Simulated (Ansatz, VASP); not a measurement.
TePb: VASP beside Ansatz

INCAR

```
  PREC = Accurate
  ENCUT = 520
  EDIFF = 1E-6
  ISMEAR = 0
  SIGMA = 0.01
  LREAL = False
  LASPH = True
  NELM = 80
  ALGO = Normal
  ISIF = 2
  LWAVE = False
  LCHARG = False
  GGA = B5
  ALDAX = 1.0
  AGGAX = 1.0
  AGGAC = 1.0
  ALDAC = 0.0
  NBANDS = 17
```

Contents of KPOINTS:

```
Automatic mesh
0
Gamma
  6 6 6
```

Contents of POSCAR:

```
TePb
1.0
    0.0000000000      3.2310000000      3.2310000000
    3.2310000000      0.0000000000      3.2310000000
    3.2310000000      3.2310000000      0.0000000000
Te Pb
1 1
Direct
    0.5000000000      0.5000000000      0.5000000000
    0.0000000000      0.0000000000      0.0000000000
```

Input for Ansatz:

```yaml
crystal:
  lattice:
    - [0.0, 3.231, 3.231]
    - [3.231, 0.0, 3.231]
    - [3.231, 3.231, 0.0]
  atoms:
    - { symbol: Te, position: [0.5, 0.5, 0.5] }
    - { symbol: Pb, position: [0.0, 0.0, 0.0] }
kpoints:
  mp_grid:
    grid: [6, 6, 6]
hamiltonian:
  xc: blyp
scf:
  occupations:
    method: fixed
output:
  forces: true
  stress: true
```

Alike in both runs: task single point; functional BLYP; k mesh 6 × 6 × 6; no spin polarisation.

|  | VASP | Ansatz |
| --- | --- | --- |
| version | VASP 6.6.1 | Ansatz 0.2.0 |
| potentials or method | VASP PAW PBE potentials, release 64 (Te, Pb_d) | plane waves, PAW |
| plane-wave cutoff (eV) | 520 | 420 |
| occupations | gaussian, width 0.01 eV | fixed |
| valence electrons in the cell | 20 | 30 |

Ansatz gave:

```
pressure (GPa) : 5.3
```

Question: What did VASP give for the same quantities?

Answer: Pressure (GPa): 5.5.

The two sets of potentials don't hold the same shells in valence.

Caveats: the PAW data sets were made with another functional, which shifts forces and pressure a little (VASP). A k mesh can miss the band edges.
